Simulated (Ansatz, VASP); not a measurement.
## Br in VASP and in Ansatz

The input INCAR:

```
SYSTEM = Br
PREC     = Accurate       ! precision mode
ENCUT    = 520            ! plane-wave cutoff, eV
EDIFF    = 1E-6           ! SCF threshold, eV
ISMEAR   = -1             ! smearing method
SIGMA    = 0.05           ! smearing width, eV
LREAL    = .FALSE.        ! projectors in reciprocal space
LASPH    = .TRUE.         ! aspherical terms in the spheres
NELM     = 100            ! most SCF steps
ALGO     = Normal         ! electronic algorithm
ISIF     = 2              ! what is computed and relaxed
LWAVE    = .FALSE.        ! write WAVECAR
LCHARG   = .TRUE.         ! write CHGCAR
GGA      = PE             ! functional
LELF     = .TRUE.         ! ELF
LVHAR    = .TRUE.       
NBANDS   = 22             ! bands
```

Contents of KPOINTS:

```
Automatic mesh
0
G
  7 7 3
  0 0 0
```

File POSCAR:

```
Br
1.0
    3.3632500000     -2.3225500000      0.0000000000
    3.3632500000      2.3225500000      0.0000000000
    0.0000000000      0.0000000000      8.7023000000
Br
4
Direct
    0.3621020000      0.6445660000      0.3855480000
    0.1382910000      0.8654850000      0.8867080000
    0.6266160000      0.3541320000      0.6135070000
    0.8622700000      0.1297720000      0.1018520000
```

Contents of input.yaml:

```yaml
crystal:
  lattice:
    - [3.36325, -2.32255, 0.0]
    - [3.36325, 2.32255, 0.0]
    - [0.0, 0.0, 8.7023]
  atoms:
    - { symbol: Br, position: [0.362102, 0.644566, 0.385548] }
    - { symbol: Br, position: [0.138291, 0.865485, 0.886708] }
    - { symbol: Br, position: [0.626616, 0.354132, 0.613507] }
    - { symbol: Br, position: [0.86227, 0.129772, 0.101852] }
hamiltonian:
  xc: pbe
  pseudopotentials: { kind: paw }
kpoints:
  mp_grid: { grid: [7, 7, 3] }
scf:
  occupations: { method: fermi_dirac, width: 0.05 }
output:
  forces: true
  stress: true
  eigenvalues: true
```

Change from the starting cell: atoms moved at random, drawn with an rms of 0.05 Å.

Alike in both runs: task single point; functional PBE; k mesh 7 × 7 × 3; occupations fermi-dirac, width 0.05 eV; no spin polarisation.

|  | VASP | Ansatz |
| --- | --- | --- |
| version | VASP 6.6.1 | Ansatz 0.2.0 |
| potentials or method | VASP PAW PBE potentials, release 64 (Br) | Ansatz PAW |
| plane-wave cutoff (eV) | 520 | 420 |
| valence electrons in the cell | 28 | 28 |

|  | VASP | Ansatz | Ansatz less VASP |
| --- | --- | --- | --- |
| gap on the k mesh at the Fermi level (eV) | 1.71 | 1.71 | -0.002 |
| least direct gap on the mesh (eV) | 1.77 | 1.77 | -0.002 |
| pressure (GPa) | 1.4 | 1.4 | -0.02 |
| largest component of the traceless stress (GPa) | 1.96 | 1.95 | -0.008 |
| rms of the force components (eV/Å) | 0.581 | 0.575 | -0.0060 |

Atom by atom the forces differ by 0.007 eV/Å (rms over components).

Caveats: an odd mesh through Γ misses points on the zone boundary, where band edges often lie (VASP); forces of over 1 eV/Å show positions far from the minimum, so gaps and moduli don't describe the material at rest (VASP); odd divisions of the mesh miss points on the zone boundary, where band edges often lie, so the gap on the mesh can be too wide (Ansatz).
